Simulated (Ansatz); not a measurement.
# CuAu under changes of volume

One of the cells (15.351 Å³/atom); the others are scaled copies at fixed shape and fractional positions:

```
CELL_PARAMETERS angstrom
1.44306 0.83315 4.25617
-1.44306 0.83315 4.25617
0.00000 -1.66630 4.25617
ATOMIC_POSITIONS crystal
Au 0.00000 0.00000 0.00000
Cu 0.50000 0.50000 0.50000
```

The cell comes from a database or a generator and needn't be the stable form of this composition.

```yaml
Program: Ansatz 0.2.0
Functional: LDA
Potentials_or_basis: all-electron LAPW, scalar-relativistic
Cutoff: 273 eV (chosen from the basis error)
Basis_error_allowed: 0.001 eV/atom
k_mesh: 11 × 11 × 11
Occupations: fermi-dirac, width 0.05 eV
Spin: no spin polarisation
```

```csv
volume (Å³/atom),energy over the lowest point (meV/atom),pressure (GPa)
14.430,0.00,-4.4
14.737,11.67,-7.6
15.044,29.02,-10.4
15.351,51.30,-12.8
15.658,?,?
15.965,108.07,-16.6
16.272,141.46,-18.2
```

Question: What does the run at 15.658 Å³/atom give?

Answer: Energy over the lowest point 77.84 meV/atom; pressure -14.9 GPa.

Worked out: A Birch-Murnaghan fit of order 3 (a polynomial in V^(-2/3)) to the other rows has its minimum at 14.06 Å³/atom, just outside them, with B0 = V·E''(V) = 185 GPa and B' = 5.4 at fixed shape and positions, which overstates the stiffness. It gives 77.84 meV/atom at 15.658 Å³/atom, against the run's 77.84, and -dE/dV = -14.9 GPa, against -14.9.

Energies are extrapolated to zero smearing.
